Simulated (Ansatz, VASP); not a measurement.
## Two plane-wave programs on PtSe2

```xyz
3
Lattice="3.8730 0.0000 0.0000 -1.9365 3.3541 0.0000 0.0000 0.0000 5.4670" Properties=species:S:1:pos:R:3 pbc="T T T"
Pt    0.0000    0.0000    0.0000
Se    0.0000    2.2361    1.3667
Se    1.9365    1.1180    4.1002
```

Change from the starting cell: strain +0.040 along x and y, +0.080 along z, atoms carried along.

Alike in both runs: task single point; functional PBE; k mesh 12 × 12 × 10; occupations gaussian, width 0.15 eV; no spin polarisation.

|  | VASP | Ansatz |
| --- | --- | --- |
| version | VASP 6.6.1 | Ansatz 0.2.0 |
| potentials or method | VASP PAW PBE potentials, release 64 (Pt, Se) | scalar-relativistic, plane waves, PAW |
| plane-wave cutoff (eV) | 520 | 420 |
| valence electrons in the cell | 22 | 50 |

|  | VASP | Ansatz | Ansatz less VASP |
| --- | --- | --- | --- |
| gap on the k mesh at the Fermi level (eV) | none | none | - |
| pressure (GPa) | -8.0 | -7.9 | +0.06 |
| largest component of the traceless stress (GPa) | 0.98 | 0.99 | +0.002 |
| rms of the force components (eV/Å) | 0.512 | 0.512 | -0.0005 |

Atom by atom the forces differ by 0.001 eV/Å (rms over components). A gap of «none» marks a metal or a gap that the smearing closes. The functional is the same, so the differences come from potentials, cutoffs and numerics. The two sets of potentials don't hold the same shells in valence.

Caveats: forces of over 1 eV/Å show positions far from the minimum, so gaps and moduli don't describe the material at rest. Spin-orbit coupling is left out, which matters for the levels of Pt.
